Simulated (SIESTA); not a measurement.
Al:

```
Al
1.0
     0.00000    2.02481    2.02481
     2.02481    0.00000    2.02481
     2.02481    2.02481    0.00000
Al
1
Cartesian
  0.0000 0.0000 0.0000
```

```yaml
Program: SIESTA 5.4.2
Task: single point
Functional: PBEsol
Potentials_or_basis: PseudoDojo 0.4 standard (PBEsol files)
Basis: DZP (energy shift 0.003 Ry)
Grid_cutoff: 500 Ry
Energy_shift: 0.003 Ry
k_mesh: 11 × 11 × 11
Occupations: fermi-dirac, width 0.05 eV
Spin: no spin polarisation
```

On this cell: pressure -1.9 GPa; band gap on the k mesh none (metal or under the smearing width).

The same run follows on a disturbed copy (cell strained at random at fixed volume):

```xyz
1
Lattice="0.0479 1.9691 2.0269 2.0433 -0.0084 2.0831 2.0406 2.0227 -0.0057" Properties=species:S:1:pos:R:3 pbc="T T T"
Al    0.0167    0.0547   -0.0153
```

What changes?

The energy (extrapolated to zero smearing) moves by +5.4 meV/atom; pressure -1.7 GPa; band gap on the k mesh none (metal or under the smearing width).

Stress tensor (GPa, compression positive):
```
-0.80 -0.86 -1.28
-0.86 -0.86  1.69
-1.28  1.69 -3.47
```

Caveats: the basis of atomic orbitals isn't converged, which shifts pressures, moduli and gaps.
